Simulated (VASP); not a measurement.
Computed with RPBE GGA, VASP's PBE PAW potentials (set 64) (plane waves; VASP 6.6.1).

VASP input:

### POSCAR
```
CsCl
1
    4.4656653945     0.0000000000     0.0000000000
    0.0000000000     4.4656653945     0.0000000000
    0.0000000000     0.0000000000     4.4656653945
Cs Cl
1 1
Direct
  0.0000000000   0.0000000000   0.0000000000
  0.5000000000   0.5000000000   0.5000000000
```

### KPOINTS
```
K-points
0
Gamma
  6 6 6
0 0 0
```

**INCAR**
```
GGA  =  RP   ! RPBE
ISMEAR  =  0   ! Gaussian
SYSTEM  =  CsCl
LWAVE  =  .FALSE.
NELM  =  100
LCHARG  =  .FALSE.
SIGMA  =  0.05   ! width (eV)
EDIFF  =  1E-7   ! SCF stop (eV)
LREAL  =  .FALSE.   ! projection in real space or not
ISIF  =  2   ! forces and stress, cell fixed
ALGO  =  Normal   ! blocked Davidson
PREC  =  Accurate
LMAXMIX  =  4
ENCUT  =  520
LASPH  =  .TRUE.
```

POTCAR, in this order: Cs_sv Cl (PBE.64 set). Program: vasp_std.

The resulting files:

**OSZICAR**
```
       N       E                     dE             d eps       ncg     rms          rms(c)
DAV:   1     0.101294937348E+03    0.10129E+03   -0.66459E+03   480   0.112E+03
DAV:   2     0.145797760040E+01   -0.99837E+02   -0.94259E+02   800   0.180E+02
DAV:   3    -0.658880786759E+01   -0.80468E+01   -0.80236E+01   600   0.603E+01
DAV:   4    -0.668497548412E+01   -0.96168E-01   -0.96125E-01   580   0.817E+00
DAV:   5    -0.668645793496E+01   -0.14825E-02   -0.14818E-02   604   0.101E+00    0.264E+00
DAV:   6    -0.621075844769E+01    0.47570E+00   -0.79236E-01   564   0.455E+00    0.211E+00
DAV:   7    -0.615410789143E+01    0.56651E-01   -0.25557E-01   596   0.269E+00    0.128E+00
DAV:   8    -0.616333605286E+01   -0.92282E-02   -0.31684E-02   540   0.145E+00    0.210E-01
DAV:   9    -0.616554546014E+01   -0.22094E-02   -0.86954E-03   600   0.638E-01    0.161E-01
DAV:  10    -0.616596165118E+01   -0.41619E-03   -0.10656E-03   544   0.280E-01    0.130E-02
DAV:  11    -0.616599147296E+01   -0.29822E-04   -0.54076E-05   636   0.623E-02    0.850E-03
DAV:  12    -0.616599716173E+01   -0.56888E-05   -0.18480E-05   544   0.384E-02    0.485E-03
DAV:  13    -0.616599705487E+01    0.10686E-06   -0.28763E-07   600   0.483E-03    0.258E-03
DAV:  14    -0.616599715847E+01   -0.10359E-06   -0.37534E-07   592   0.412E-03    0.433E-04
DAV:  15    -0.616599710051E+01    0.57957E-07   -0.16438E-08   384   0.112E-03
   1 F= -.61659971E+01 E0= -.61659971E+01  d E =-.255029E-15
```

**OUTCAR**
```
------------------------ aborting loop because EDIFF is reached ----------------------------------------
  FORCE on cell =-STRESS in cart. coord.  units (eV):
  Direction    XX          YY          ZZ          XY          YZ          ZX
  --------------------------------------------------------------------------------------
  Total       -0.2704476     -0.2704476     -0.2704476      0.0000000      0.0000000     -0.0000000
  in kB       -4.8655866     -4.8655866     -4.8655866      0.0000000      0.0000000     -0.0000000
  external PRESSURE =      -4.8655866 kB  Pullay stress =       0.0000000 kB
  volume of cell :       89.06
      direct lattice vectors                 reciprocal lattice vectors
     4.465665395  0.000000000  0.000000000     0.223930795  0.000000000  0.000000000
     0.000000000  4.465665395  0.000000000     0.000000000  0.223930795  0.000000000
     0.000000000  0.000000000  4.465665395     0.000000000  0.000000000  0.223930795
 POSITION                                       TOTAL-FORCE (eV/Angst)
 -----------------------------------------------------------------------------------
      0.00000      0.00000      0.00000         0.000000      0.000000      0.000000
      2.23283      2.23283      2.23283         0.000000      0.000000      0.000000
 -----------------------------------------------------------------------------------
    total drift:                                0.000000      0.000000      0.000000
  FREE ENERGIE OF THE ION-ELECTRON SYSTEM (eV)
  ---------------------------------------------------
  free  energy   TOTEN  =        -6.1659971005 eV

  energy  without entropy=       -6.1659971005  energy(sigma->0) =       -6.16599710
```
(Selected blocks of OUTCAR.)

### OUTCAR
```
 val. band max:       -1.1798368525   @ k =   0.5000   0.5000   0.0000

 cond. band min:       3.4305218100   @ k =   0.0000   0.0000   0.0000


 Fermi energy:        -0.9148716456

 k-point     1 :       0.0000    0.0000    0.0000
  band No.  band energies     occupation
      1     -21.1040      2.00000
      2     -13.1233      2.00000
      3      -7.7328      2.00000
      4      -7.7328      2.00000
      5      -7.7328      2.00000
      6      -1.2005      2.00000
      7      -1.2005      2.00000
      8      -1.2005      2.00000
      9       3.4305      0.00000
     10       4.4337      0.00000
     11       4.4337      0.00000
     12       7.9264      0.00000

 k-point     2 :       0.1667    0.0000    0.0000
  band No.  band energies     occupation
      1     -21.0971      2.00000
      2     -13.1228      2.00000
      3      -7.8135      2.00000
      4      -7.7199      2.00000
      5      -7.7199      2.00000
      6      -1.4072      2.00000
      7      -1.2205      2.00000
      8      -1.2205      2.00000
      9       3.8992      0.00000
     10       4.5700      0.00000
     11       4.8655      0.00000
     12       7.7435      0.00000

 k-point     3 :       0.3333    0.0000    0.0000
  band No.  band energies     occupation
      1     -21.0830      2.00000
      2     -13.1222      2.00000
      3      -7.9661      2.00000
      4      -7.6936      2.00000
      5      -7.6936      2.00000
      6      -1.7614      2.00000
      7      -1.2616      2.00000
      8      -1.2616      2.00000
      9       4.9005      0.00000
     10       4.9071      0.00000
     11       5.8948      0.00000
     12       7.4699      0.00000

 k-point     4 :       0.5000    0.0000    0.0000
  band No.  band energies     occupation
      1     -21.0760      2.00000
      2     -13.1222      2.00000
      3      -8.0384      2.00000
      4      -7.6803      2.00000
      5      -7.6803      2.00000
      6      -1.9176      2.00000
...
```

Unless said otherwise, spin-orbit coupling is left out, though it shifts the bands of the heavy elements here.

The compound is CsCl in the CsCl type structure. This cell is one point of a volume scan, at 1.06 of the reference volume.
